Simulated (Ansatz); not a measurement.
Set up this calculation in Ansatz 0.2.0, as the native input.

```
Task                : single point
Functional          : PBE
Potentials or basis : all-electron LAPW, scalar-relativistic
Cutoff              : 245 eV (chosen from the basis error)
Basis error allowed : 0.001 eV/atom
k mesh              : 8 × 8 × 8
Occupations         : gaussian, width 0.011 eV
Spin                : no spin polarisation
```

The system is InP.

```
In P
1.0
     0.00000    2.93050    2.93050
     2.93050    0.00000    2.93050
     2.93050    2.93050    0.00000
In P
1 1
Direct
  0.00000 0.00000 0.00000
  0.75000 0.75000 0.75000
```

The input as run:

input.yaml

```yaml
crystal:
  lattice:
    - [0.0, 2.9305, 2.9305]
    - [2.9305, 0.0, 2.9305]
    - [2.9305, 2.9305, 0.0]
  atoms:
    - { symbol: In, position: [0.0, 0.0, 0.0] }
    - { symbol: P, position: [0.75, 0.75, 0.75] }
kpoints:
  mp_grid: { grid: [8, 8, 8] }
scf:
  occupations: { method: gaussian, width: 0.011 }
hamiltonian:
  xc: pbe
  pseudopotentials: { kind: all_electron, lapw: { basis_error: 0.001 } }
output:
  forces: true
  stress: true
  eigenvalues: true
```

Potentials or basis: all-electron LAPW, scalar-relativistic.

Launch:

```console
$ ansatz run input.yaml --threads 1 --pin off --max-ram 3072MiB --backend cpu --events-out ev --progress --plain --runs-dir out
```

It gave:

The pressure is 3.3 GPa. The band gap on the k mesh is 0.71 eV, direct.

Caveat: spin-orbit coupling is left out, which moves the levels of the heavy elements.

It took 9.9 s on 1 thread of Intel(R) Xeon(R) Platinum 8259CL CPU @ 2.50GHz (Skylake/Cascade Lake), on a shared host, peak memory 0.43 GiB.
